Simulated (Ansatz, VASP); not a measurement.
## BP: VASP beside Ansatz

```
B P
1.0
     0.00000    2.26009    2.26009
     2.26009    0.00000    2.26009
     2.26009    2.26009    0.00000
B P
1 1
Direct
  0.00000 0.00000 0.00000
  0.75000 0.75000 0.75000
```

Alike in both runs: functional PBEsol; k mesh 10 × 10 × 10; occupations gaussian, width 0.02 eV; no spin polarisation.

Ansatz relaxed the structure, and its values are those at the end. VASP's run is a single point on that final structure, the one shown.

```csv
,VASP,Ansatz
version,VASP 6.6.1,Ansatz 0.2.0
potentials or method,"VASP PAW PBE potentials, release 64 (B, P)","scalar-relativistic, plane waves, PAW"
plane-wave cutoff (eV),520,420
valence electrons in the cell,8,8
```

|  | VASP | Ansatz | Ansatz less VASP |
| --- | --- | --- | --- |
| gap on the k mesh at the Fermi level (eV) | 1.12 | 1.12 | +0.004 |
| least direct gap on the mesh (eV) | 3.37 | 3.38 | +0.006 |
| pressure (GPa) | 0.1 | 0.0 | -0.10 |

Caveats: the PAW data sets were made with another functional, which shifts forces and pressure a little (VASP). As with any semilocal functional, this PBEsol gap is likely too small. A k mesh can miss the band edges.
